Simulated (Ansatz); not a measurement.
# HC16: the cost of one run

All numbers below are computed with Ansatz 0.2.0 (DFT PBE, plane waves, PAW, scalar-relativistic, no spin polarisation).

## Step 1: Starting point

The cell holds 17 atoms (C16H): a = 5.049 Å, b = 5.049 Å, c = 5.049 Å, α = 60.00°, β = 60.00°, γ = 60.00°.

Coordinates:

```cif
data_structure
_symmetry_space_group_name_H-M 'P 1'
_symmetry_Int_Tables_number 1
_cell_length_a 5.0487
_cell_length_b 5.0487
_cell_length_c 5.0487
_cell_angle_alpha 60.000
_cell_angle_beta 60.000
_cell_angle_gamma 60.000
_cell_volume 91.00
loop_
_atom_site_label
_atom_site_type_symbol
_atom_site_fract_x
_atom_site_fract_y
_atom_site_fract_z
_atom_site_occupancy
C1 C 0.00000 0.00000 0.00000 1
C2 C 0.12500 0.12500 0.12500 1
C3 C 0.00000 0.00000 0.50000 1
C4 C 0.12500 0.12500 0.62500 1
C5 C 0.00000 0.50000 0.00000 1
C6 C 0.12500 0.62500 0.12500 1
C7 C 0.00000 0.50000 0.50000 1
C8 C 0.12500 0.62500 0.62500 1
C9 C 0.50000 0.00000 0.00000 1
C10 C 0.62500 0.12500 0.12500 1
C11 C 0.50000 0.00000 0.50000 1
C12 C 0.62500 0.12500 0.62500 1
C13 C 0.50000 0.50000 0.00000 1
C14 C 0.62500 0.62500 0.12500 1
C15 C 0.50000 0.50000 0.50000 1
C16 C 0.62500 0.62500 0.62500 1
H1 H 0.74205 0.25263 0.25281 1
```

## Step 2: End point A

File input.yaml:

```yaml
crystal:
  lattice:
    - [0.0, 3.57, 3.57]
    - [3.57, 0.0, 3.57]
    - [3.57, 3.57, 0.0]
  atoms:
    - { symbol: C, position: [0.0, 0.0, 0.0] }
    - { symbol: C, position: [0.125, 0.125, 0.125] }
    - { symbol: C, position: [0.0, 0.0, 0.5] }
    - { symbol: C, position: [0.125, 0.125, 0.625] }
    - { symbol: C, position: [0.0, 0.5, 0.0] }
    - { symbol: C, position: [0.125, 0.625, 0.125] }
    - { symbol: C, position: [0.0, 0.5, 0.5] }
    - { symbol: C, position: [0.125, 0.625, 0.625] }
    - { symbol: C, position: [0.5, 0.0, 0.0] }
    - { symbol: C, position: [0.625, 0.125, 0.125] }
    - { symbol: C, position: [0.5, 0.0, 0.5] }
    - { symbol: C, position: [0.625, 0.125, 0.625] }
    - { symbol: C, position: [0.5, 0.5, 0.0] }
    - { symbol: C, position: [0.625, 0.625, 0.125] }
    - { symbol: C, position: [0.5, 0.5, 0.5] }
    - { symbol: C, position: [0.625, 0.625, 0.625] }
    - { symbol: H, position: [0.7420484, 0.2526254, 0.2528144] }
total_charge: 1
basis:
  ecutwfc: 420.0
kpoints:
  mp_grid: { grid: [3, 3, 3] }
hamiltonian:
  xc: pbe
scf:
  occupations: { method: gaussian, width: 0.02 }
  lower_state_search: "off"
relax:
  f_tol: 0.03
  max_steps: 60
  adjacent_minimum: "off"
output:
  write_density: true
  write_potential: true
  elf: true
  volumetric_format: npy
```

Run with:

```
> ansatz run input.yaml --threads 1 --pin off --max-ram 3072MiB --backend cpu --events-out ev --progress --plain --runs-dir out
```

What time and memory should one allow on 1 thread of Arm Neoverse V2, shared host?

About 71 s, with a peak of 0.34 GiB.
